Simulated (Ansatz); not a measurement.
# Hg: an axial (c/a) deformation path

An exercise on one series of results from a longer session: the logs are not shown, and one member is left open.

Computed with Ansatz 0.2.0 (DFT PBEsol, scalar-relativistic, plane waves, PAW, unless a step's input says otherwise).

### The starting structure

Symmetry: P6_3/mmc, No. 194, hexagonal system. The conventional cell has a = 3.462 Å, b = 3.462 Å, c = 5.488 Å, α = 90.00°, β = 90.00°, γ = 120.00°. Around Hg (site symmetry -6m2) lie 12 Hg at 3.39 to 3.46 Å.

As a file:

```cif
data_structure
_symmetry_space_group_name_H-M 'P6_3/mmc'
_symmetry_Int_Tables_number 194
_cell_length_a 3.4618
_cell_length_b 3.4618
_cell_length_c 5.4875
_cell_angle_alpha 90.000
_cell_angle_beta 90.000
_cell_angle_gamma 120.000
_cell_volume 56.95
loop_
_atom_site_label
_atom_site_type_symbol
_atom_site_symmetry_multiplicity
_atom_site_Wyckoff_symbol
_atom_site_fract_x
_atom_site_fract_y
_atom_site_fract_z
_atom_site_occupancy
Hg1 Hg 2 c 0.66667 0.33333 0.75000 1
```

The structure comes from the Materials Project (structure only).

Set-up of the first run:

The input, input.yaml:

```yaml
crystal:
  lattice:
    - [3.4618096384, 0.0, 0.0]
    - [-1.7309048192, 2.9980150899, 0.0]
    - [0.0, 0.0, 5.48754828]
  atoms:
    - { symbol: Hg, position: [0.66666667, 0.33333333, 0.75] }
    - { symbol: Hg, position: [0.33333333, 0.66666667, 0.25] }
basis:
  ecutwfc: 420
kpoints:
  mp_grid: { grid: [6, 6, 4] }
hamiltonian:
  xc: pbesol
scf:
  occupations: { method: gaussian, width: 0.1 }
output:
  forces: true
  stress: true
  eigenvalues: true
```

Steps of the session up to this table: Quick check of gap, pressure and forces; The undisturbed cell; Point ρ = 0.850; ρ = 1.200; ρ = 0.920; Point ρ = 1.100; Point ρ = 0.960; Point ρ = 1.050; ρ = 0.800; Point ρ = 1.300.

One table of the session follows, with a row left open; its other results are not shown here.

The scan, with free energies counted from the undisturbed cell:

```
    ρ  ΔE (meV/atom)  pressure (GPa)
0.800           -7.7            -2.8
0.850           -2.6            -2.9
0.920           -0.5            -2.5
0.960           -0.7            -2.5
1.000            0.0            -2.5
1.050            2.6            -2.5
1.100            7.0            -2.6
1.200              ?               ?
1.300           30.7            -2.5
```

Q: Estimate the row for ρ = 1.200 from the others.

Worked estimate for «ΔE (meV/atom)». A straight line through the neighbours (1.100, 7.0) and (1.300, 30.7) gives 7.0 + (30.7 − 7.0) × (1.200 − 1.100) / (1.300 − 1.100) = 18.8; a parabola fitted to 3 rows on both sides gives 17.6.

**Answer.** ΔE (meV/atom): 17.7; pressure (GPa): -2.6. In «ΔE (meV/atom)» the line misses by +1.1 and the parabola by -0.1.
